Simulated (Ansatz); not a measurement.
# How far is PAW off for LiF?

```yaml
crystal:
  lattice:
    - [0.00000, 2.01400, 2.01400]
    - [2.01400, 0.00000, 2.01400]
    - [2.01400, 2.01400, 0.00000]
  atoms:
    - { symbol: Li, position: [0.00000, 0.00000, 0.00000] }
    - { symbol: F, position: [0.50000, 0.50000, 0.50000] }
```

Atom numbers follow the list: Li1, F2.

Conventional cell: a = 4.028 Å, b = 4.028 Å, c = 4.028 Å, α = 90.00°, β = 90.00°, γ = 90.00°. Around Li (atom 1) lie 6 F at 2.01 Å. F (atom 2) has 6 Li at 2.01 Å as nearest neighbours.

The cell comes from COD entry 1010990, which wasn't checked; take it as a given geometry.

Methods: DFT, LDA, PAW with Ansatz's default frozen-core files, scalar-relativistic (Ansatz 0.2.0); DFT, LDA, all-electron LAPW, scalar-relativistic (Ansatz 0.2.0).

For PAW: a Γ-centred 10×10×10 k mesh, Fermi–Dirac smearing of 0.03 eV, cutoff 420 eV, no spin polarisation; the PAW files were made with PBE, and the program remakes their frozen cores for this functional. LAPW targets a basis error of 0.25 meV/atom. The Ansatz runs share mesh, smearing and spin set-up. Plane-wave (PAW) pressures include the program's estimate of the Pulay term.

Stress and pressure are positive in compression.

Levels count from the top of the valence band.

PAW results:

```
                      quantity     PAW
                pressure (GPa)   -6.46
                 band gap (eV)   8.842
highest filled level at Γ (eV)  -0.002
  lowest empty level at Γ (eV)   8.842
highest filled level at X (eV)  -1.029
  lowest empty level at X (eV)  14.422
highest filled level at U (eV)  -0.756
  lowest empty level at U (eV)  14.086
```

(1) What does full-potential LAPW give for the same quantities?

## Answers

(1) 
```csv
quantity,LAPW
pressure (GPa),-6.39
band gap (eV),8.819
highest filled level at Γ (eV),-0.002
lowest empty level at Γ (eV),8.819
highest filled level at X (eV),-1.030
lowest empty level at X (eV),14.423
highest filled level at U (eV),-0.757
lowest empty level at U (eV),14.081
```
